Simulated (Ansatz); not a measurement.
# Rhodium, fcc under revPBE: from relaxation to bulk modulus, part 2 of 2

The plan for rhodium in the fcc structure: relax it, solve it on a dense k-mesh, switch on spin-orbit coupling, then scale the cell to 7 volumes from 88 to 112 % of the relaxed one and try a fit of the equation of state. The k-meshes are 14×14×14 for the relaxation; 23×23×23 for the dense run; 14×14×14 for spin-orbit coupling; 23×23×23 for the volumes. It starts from a deposited cell (COD).

Ansatz 0.2.0; DFT, revPBE, plane waves (420 eV) with PAW, scalar-relativistic. Earlier steps stand in the parts before.

## 7. At 96 % of the relaxed volume

Contents of input.yaml:

```yaml
crystal:
  lattice:
    - [0.0, 1.8984874019, 1.8984874019]
    - [1.8984874019, 0.0, 1.8984874019]
    - [1.8984874019, 1.8984874019, 0.0]
  atoms:
    - { symbol: Rh, position: [0.0, 0.0, 0.0] }
hamiltonian:
  xc: revpbe
  pseudopotentials:
    kind: paw
    azcp:
      Rh: "pseudopotentials/Rh.paw.azcp"
basis:
  ecutwfc: 420
  fft_grid_basis: typed
kpoints:
  mp_grid: { grid: [23, 23, 23], shift: [0, 0, 0] }
magnetization:
  spin_polarized: false
scf:
  occupations: { method: fermi_dirac, width: 0.1 }
output:
  stress: true
```

The program printed, cut to the lines that bear on the results:

```text
Warning: RAYON_NUM_THREADS=4 ignored (pool sized by the plan → 4); use --threads N
[...]
Pseudopotentials: kind: paw
Pseudopotential: Rh, paw, valence charge 17, recommended cutoff 420 eV (normal), <dir>
Functional definition: revPBE
[...]
Crystal: 1 atoms, lattice volume = 13.685 Å³
Basis set: ecut = 420 eV, 283 PW (Γ)
Bands: 13, of which v1, the nominal top of the filled ones, is band 9 counted from 1 (8 counted from 0)
Symmetry: 48 space group operations
Space group: Fm-3m (ITA 225), of the structure as read, at distance tolerance 2.4e-5 Å
k-points: 364 of 12167
[...]
SCF iter   1: F=—  HF=-6408.219259 eV  |F-HF|=—  |Δ(HF+E_count)|=         —  Δρ=4.75e-3  dr2=2.05e-3  ethr=1.77e-3  ⟨swp⟩=4.9  Hψ=26173  notcnv=0
[...]
SCF iter   6: F=-6408.218929 eV  HF=-6408.218929 eV  |F-HF|=2.73e-11  |Δ(HF+E_count)|=   1.48e-9  Δρ=1.21e-6  dr2=4.19e-11  ethr=2.04e-11  ⟨swp⟩=1.3  Hψ=14832  notcnv=0
[...]
SCF converged after 6 iterations
Free energy (F): -6408.218929 eV
[...]
E sigma→0 (E₀):  -6408.196877 eV
Entropy (-TS):   -0.044103 eV (-44.103 meV/atom)
Fermi energy:    22.580802 eV
[...]
--- Stress (GPa, compression-positive) ---
       10.922337      -0.000000       0.000000
       -0.000000      10.922337       0.000000
        0.000000      -0.000000      10.922337
  P = ⅓ Tr σ = 10.9223 GPa (109.223 kbar)
```

Wall time 1.7 s (4 threads of an Arm CPU, shared host); peak memory 0.33 GiB.

## 8. At 100 % of the relaxed volume

input.yaml: that of step 7 with these lines changed.

```diff
@@ -2,5 +2,5 @@
   lattice:
-    - [0.0, 1.8984874019, 1.8984874019]
-    - [1.8984874019, 0.0, 1.8984874019]
-    - [1.8984874019, 1.8984874019, 0.0]
+    - [0.0, 1.9244973107, 1.9244973107]
+    - [1.9244973107, 0.0, 1.9244973107]
+    - [1.9244973107, 1.9244973107, 0.0]
   atoms:
```

The program printed, cut to the lines that bear on the results:

```text
Warning: RAYON_NUM_THREADS=4 ignored (pool sized by the plan → 4); use --threads N
[...]
[... 3 set-up lines as earlier in the session ...]
[...]
Crystal: 1 atoms, lattice volume = 14.255 Å³
Basis set: ecut = 420 eV, 283 PW (Γ)
Bands: 13, of which v1, the nominal top of the filled ones, is band 9 counted from 1 (8 counted from 0)
[... 2 set-up lines as earlier in the session ...]
k-points: 364 of 12167
[...]
SCF iter   1: F=—  HF=-6408.237967 eV  |F-HF|=—  |Δ(HF+E_count)|=         —  Δρ=4.50e-3  dr2=1.93e-3  ethr=1.77e-3  ⟨swp⟩=4.9  Hψ=26112  notcnv=0
[...]
SCF iter   6: F=-6408.237532 eV  HF=-6408.237532 eV  |F-HF|=2.64e-11  |Δ(HF+E_count)|=  4.59e-10  Δρ=1.07e-6  dr2=3.66e-11  ethr=2.66e-11  ⟨swp⟩=1.1  Hψ=14504  notcnv=0
[...]
SCF converged after 6 iterations
Free energy (F): -6408.237532 eV
[...]
E sigma→0 (E₀):  -6408.213750 eV
Entropy (-TS):   -0.047564 eV (-47.564 meV/atom)
Fermi energy:    21.426715 eV
[...]
--- Stress (GPa, compression-positive) ---
       -0.015713       0.000000       0.000000
        0.000000      -0.015713       0.000000
        0.000000      -0.000000      -0.015713
  P = ⅓ Tr σ = -0.0157 GPa (-0.157 kbar)
```

Wall time 1.7 s (4 threads of an Arm CPU, shared host); peak memory 0.34 GiB.

## 9. At 104 % of the relaxed volume

input.yaml: that of step 8 with these lines changed.

```diff
@@ -2,5 +2,5 @@
   lattice:
-    - [0.0, 1.9244973107, 1.9244973107]
-    - [1.9244973107, 0.0, 1.9244973107]
-    - [1.9244973107, 1.9244973107, 0.0]
+    - [0.0, 1.949822548, 1.949822548]
+    - [1.949822548, 0.0, 1.949822548]
+    - [1.949822548, 1.949822548, 0.0]
   atoms:
```

The program printed, cut to the lines that bear on the results:

```text
Warning: RAYON_NUM_THREADS=4 ignored (pool sized by the plan → 4); use --threads N
[...]
[... 3 set-up lines as earlier in the session ...]
[...]
Crystal: 1 atoms, lattice volume = 14.826 Å³
Basis set: ecut = 420 eV, 283 PW (Γ)
Bands: 13, of which v1, the nominal top of the filled ones, is band 9 counted from 1 (8 counted from 0)
[... 1 set-up line as earlier in the session ...]
Space group: Fm-3m (ITA 225), of the structure as read, at distance tolerance 2.5e-5 Å
k-points: 364 of 12167
[...]
SCF iter   1: F=—  HF=-6408.222270 eV  |F-HF|=—  |Δ(HF+E_count)|=         —  Δρ=4.34e-3  dr2=1.82e-3  ethr=1.77e-3  ⟨swp⟩=4.8  Hψ=25974  notcnv=0
[...]
SCF iter   6: F=-6408.221690 eV  HF=-6408.221690 eV  |F-HF|=2.00e-11  |Δ(HF+E_count)|=   1.76e-9  Δρ=5.05e-7  dr2=3.36e-11  ethr=4.00e-12  ⟨swp⟩=1.1  Hψ=13930  notcnv=0
[...]
SCF converged after 6 iterations
Free energy (F): -6408.221690 eV
[...]
E sigma→0 (E₀):  -6408.196108 eV
Entropy (-TS):   -0.051163 eV (-51.163 meV/atom)
Fermi energy:    20.362325 eV
[...]
--- Stress (GPa, compression-positive) ---
       -8.525825       0.000000       0.000000
       -0.000000      -8.525825      -0.000000
        0.000000       0.000000      -8.525825
  P = ⅓ Tr σ = -8.5258 GPa (-85.258 kbar)
```

Wall time 1.8 s (4 threads of an Arm CPU, shared host); peak memory 0.34 GiB.

## 10. At 108 % of the relaxed volume

input.yaml: that of step 9 with these lines changed.

```diff
@@ -2,5 +2,5 @@
   lattice:
-    - [0.0, 1.949822548, 1.949822548]
-    - [1.949822548, 0.0, 1.949822548]
-    - [1.949822548, 1.949822548, 0.0]
+    - [0.0, 1.9745064665, 1.9745064665]
+    - [1.9745064665, 0.0, 1.9745064665]
+    - [1.9745064665, 1.9745064665, 0.0]
   atoms:
```

The program printed, cut to the lines that bear on the results:

```text
Warning: RAYON_NUM_THREADS=4 ignored (pool sized by the plan → 4); use --threads N
[...]
[... 3 set-up lines as earlier in the session ...]
[...]
Crystal: 1 atoms, lattice volume = 15.396 Å³
Basis set: ecut = 420 eV, 307 PW (Γ)
Bands: 13, of which v1, the nominal top of the filled ones, is band 9 counted from 1 (8 counted from 0)
[... 2 set-up lines as earlier in the session ...]
k-points: 364 of 12167
[...]
SCF iter   1: F=—  HF=-6408.179798 eV  |F-HF|=—  |Δ(HF+E_count)|=         —  Δρ=4.27e-3  dr2=1.71e-3  ethr=1.77e-3  ⟨swp⟩=4.9  Hψ=25976  notcnv=0
[...]
SCF iter   6: F=-6408.179110 eV  HF=-6408.179110 eV  |F-HF|=1.46e-11  |Δ(HF+E_count)|=   1.22e-9  Δρ=4.39e-7  dr2=2.47e-11  ethr=2.52e-12  ⟨swp⟩=1.1  Hψ=13981  notcnv=0
[...]
SCF converged after 6 iterations
Free energy (F): -6408.179110 eV
[...]
E sigma→0 (E₀):  -6408.151667 eV
Entropy (-TS):   -0.054886 eV (-54.886 meV/atom)
Fermi energy:    19.377911 eV
[...]
--- Stress (GPa, compression-positive) ---
      -15.118661      -0.000000      -0.000000
       -0.000000     -15.118661      -0.000000
        0.000000      -0.000000     -15.118661
  P = ⅓ Tr σ = -15.1187 GPa (-151.187 kbar)
```

Run time: 1.8 s. Hardware: 4 threads of an Arm CPU, shared host; peak memory 0.34 GiB.

## 11. At 112 % of the relaxed volume

input.yaml: that of step 10 with these lines changed.

```diff
@@ -2,5 +2,5 @@
   lattice:
-    - [0.0, 1.9745064665, 1.9745064665]
-    - [1.9745064665, 0.0, 1.9745064665]
-    - [1.9745064665, 1.9745064665, 0.0]
+    - [0.0, 1.998588187, 1.998588187]
+    - [1.998588187, 0.0, 1.998588187]
+    - [1.998588187, 1.998588187, 0.0]
   atoms:
```

The program printed, cut to the lines that bear on the results:

```text
Warning: RAYON_NUM_THREADS=4 ignored (pool sized by the plan → 4); use --threads N
[...]
[... 3 set-up lines as earlier in the session ...]
[...]
Crystal: 1 atoms, lattice volume = 15.966 Å³
Basis set: ecut = 420 eV, 331 PW (Γ)
Bands: 13, of which v1, the nominal top of the filled ones, is band 9 counted from 1 (8 counted from 0)
[... 2 set-up lines as earlier in the session ...]
k-points: 364 of 12167
[...]
SCF iter   1: F=—  HF=-6408.116713 eV  |F-HF|=—  |Δ(HF+E_count)|=         —  Δρ=4.38e-3  dr2=1.69e-3  ethr=1.77e-3  ⟨swp⟩=4.9  Hψ=25953  notcnv=0
[...]
SCF iter   6: F=-6408.115878 eV  HF=-6408.115878 eV  |F-HF|=4.00e-11  |Δ(HF+E_count)|=   1.88e-9  Δρ=6.14e-7  dr2=5.80e-11  ethr=4.13e-12  ⟨swp⟩=1.8  Hψ=14160  notcnv=0
[...]
SCF converged after 6 iterations
Free energy (F): -6408.115878 eV
[...]
E sigma→0 (E₀):  -6408.086519 eV
Entropy (-TS):   -0.058718 eV (-58.718 meV/atom)
Fermi energy:    18.465081 eV
[...]
--- Stress (GPa, compression-positive) ---
      -20.189206       0.000000       0.000000
        0.000000     -20.189206       0.000000
        0.000000       0.000000     -20.189206
  P = ⅓ Tr σ = -20.1892 GPa (-201.892 kbar)
```

It took 1.9 s on 4 threads of an Arm CPU, shared host; peak memory 0.34 GiB.

## 12. The equation of state

All volumes keep the relaxed shape and fractional coordinates.

```csv
V (Å³/atom),E − E₀ (meV/atom),P from the stress (GPa),P from the fit (GPa)
12.545,195.8,42.90,42.54
13.115,78.0,24.94,24.47
13.685,16.9,10.92,10.43
14.255,0.0,-0.02,-0.51
14.826,17.6,-8.53,-9.03
15.396,62.1,-15.12,-15.65
15.966,127.2,-20.19,-20.78
```

A third-order Birch-Murnaghan fit gives V₀ = 14.226 Å³/atom, B₀ = 243 GPa and B₀′ = 5.2; it misses no point by more than 0.05 meV/atom.

Fit and stress differ a little: one follows E(σ → 0), the other the smeared free energy.

## 13. What came out

The summary covers parts 1 to 2.

| quantity | value |
| --- | --- |
| space group (spins left aside) | Fm-3m (No. 225) |
| conventional cell | a = 3.849 Å |
| volume | 14.255 Å³/atom |
| shortest distance | 2.722 Å |
| against the deposited volume | +3.7 % (13.752 Å³/atom) |
| gap on the mesh | none (levels filled in part) |
| V₀, B₀, B₀′ | 14.226 Å³/atom, 243 GPa, 5.2 |

What this shows: revPBE puts the volume 3.7 % above the deposited one. This functional tends to bind solids too weakly. The deposited cell holds zero-point motion and, unless taken cold, thermal expansion, so the miss against a static lattice is larger still. Levels at the Fermi energy are filled in part, as in a metal. The total energy of the spin-orbit run lies -1.8 eV/atom from the scalar one, but the two kinds of run don't share a zero of energy: only differences within one kind count. The fitted modulus is 243 GPa.
